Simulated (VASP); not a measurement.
Set up this calculation in VASP 6.6.1, as the native input.

* Task: single point
* Functional: PBEsol
* Potentials or basis: VASP PAW PBE potentials, release 64 (Mn_pv, S)
* Cutoff: 520 eV
* k mesh: 7 × 7 × 4
* Occupations: gaussian, width 0.05 eV
* Spin: collinear spin, ferromagnetic start
* Starting moments: [4.0, 4.0, 0.0, 0.0] μB
* Hubbard terms: Mn d U = 4 eV
* Further INCAR settings: ALGO = Normal; EDIFF = 1e-06

The structure of MnS lies in POSCAR:

```
MnS
1.0
    3.9760016100      0.0000000000      0.0000000000
   -1.9880008000      3.4433184000      0.0000000000
    0.0000000000      0.0000000000      6.4320005000
Mn S
2 2
Direct
    0.3333333333      0.6666666667      0.0000000000
    0.6666666667      0.3333333333      0.5000000000
    0.3333333333      0.6666666667      0.3850000000
    0.6666666667      0.3333333333      0.8850000000
```

The input as run:

INCAR

```
SYSTEM = MnS
PREC     = Accurate       ! precision mode
ENCUT    = 520            ! plane-wave cutoff, eV
EDIFF    = 1E-6           ! SCF threshold, eV
ISMEAR   = 0              ! smearing method
SIGMA    = 0.05           ! smearing width, eV
LREAL    = .False.        ! projectors in reciprocal space
LASPH    = .True.         ! aspherical terms in the spheres
NELM     = 100            ! most SCF steps
ALGO     = Normal         ! electronic algorithm
ISIF     = 2              ! what is computed and relaxed
LWAVE    = .False.        ! write WAVECAR
LCHARG   = .False.        ! write CHGCAR
ISPIN    = 2              ! spin polarisation
MAGMOM   = 4 4 0 0        ! initial moments
LORBIT   = 11             ! projections on sites
LMAXMIX  = 4              ! l up to which the mixer works
LDAU     = .True.         ! DFT+U
LDAUTYPE = 2            
LDAUL    = 2 -1           ! shell
LDAUU    = 4 0            ! U, eV
LDAUJ    = 0 0          
LDAUPRINT= 1            
GGA      = PS             ! functional
```

KPOINTS

```
Automatic mesh
0
Gamma
  7 7 4
  0 0 0
```

Potentials or basis: VASP PAW PBE potentials, release 64 (Mn_pv, S).

Run with:

```sh
$ cat potpaw_PBE.64/Mn_pv/POTCAR potpaw_PBE.64/S/POTCAR > POTCAR
$ mpirun -np 1 vasp_std > vasp.out
```

Results of the run:

| Property | Result |
| --- | --- |
| Pressure | 2.3 GPa |
| Largest force | 0.219 eV/Å |
| Band gap on the k mesh | 1.30 eV, direct |
| Net moment | 10.00 μB per cell |
| Site moments | Mn +4.57; S +0.03 μB |
| Valence electrons inside the program's atomic spheres | Mn 11.37; S 3.77 |

Caveat: the PAW data sets were made with another functional, which shifts forces and pressure a little; an odd mesh through Γ misses points on the zone boundary, where band edges often lie; only a ferromagnetic start was run, and an antiferromagnetic order may lie lower in energy.

It took 87 s on 1 thread of Intel(R) Xeon(R) 6975P-C (Granite Rapids), on a shared host, peak memory 0.27 GiB.
